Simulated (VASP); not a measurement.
Input of a VASP 6.6.1 run:

File POSCAR:

```
Li2S
1.0
    0.0000000000      2.8452943747      2.8452943747
    2.8452943747      0.0000000000      2.8452943747
    2.8452943747      2.8452943747      0.0000000000
Li S
2 1
Direct
    0.2500000000      0.2500000000      0.2500000000
    0.7500000000      0.7500000000      0.7500000000
    0.0000000000      0.0000000000      0.0000000000
```

INCAR.step1

```
PREC = Accurate ; ENCUT = 520
EDIFF = 1E-5 ; ISMEAR = 0
SIGMA = 0.01 ; LREAL = F
LASPH = T ; NELM = 100
ALGO = Normal ; ISIF = 2
LWAVE = T ; LCHARG = F
NBANDS = 13 ; GGA = PE
```

The input INCAR.step2:

```
PREC = Accurate ; ENCUT = 520
EDIFF = 1E-7 ; ISMEAR = 0
SIGMA = 0.01 ; LREAL = F
LASPH = T ; NELM = 100
ALGO = Normal ; ISIF = 2
LWAVE = F ; LCHARG = F
GGA = PE ; LHFCALC = T
HFSCREEN = 0.2079 ; PRECFOCK = Normal
NBANDS = 13 ; ISTART = 1
```

File KPOINTS:

```
regular mesh
0
Gamma
  4 4 4
```

Potentials or basis: VASP PAW PBE potentials, release 64 (Li_sv, S).

Launch:

```sh
$ cat potpaw_PBE.64/Li_sv/POTCAR potpaw_PBE.64/S/POTCAR > POTCAR
$ cp INCAR.step1 INCAR
$ mpirun -np 1 vasp_std > vasp.out
$ cp INCAR.step2 INCAR
$ mpirun -np 1 vasp_std > vasp.out
```

Q: Predict the band gap on the k mesh.

A: 4.33 eV, indirect (least direct gap 5.35 eV).

Caveat: the k mesh is coarse (spacing up to 0.48 Å⁻¹), so the values aren't converged, least of all with exact exchange. A k mesh can miss the band edges.
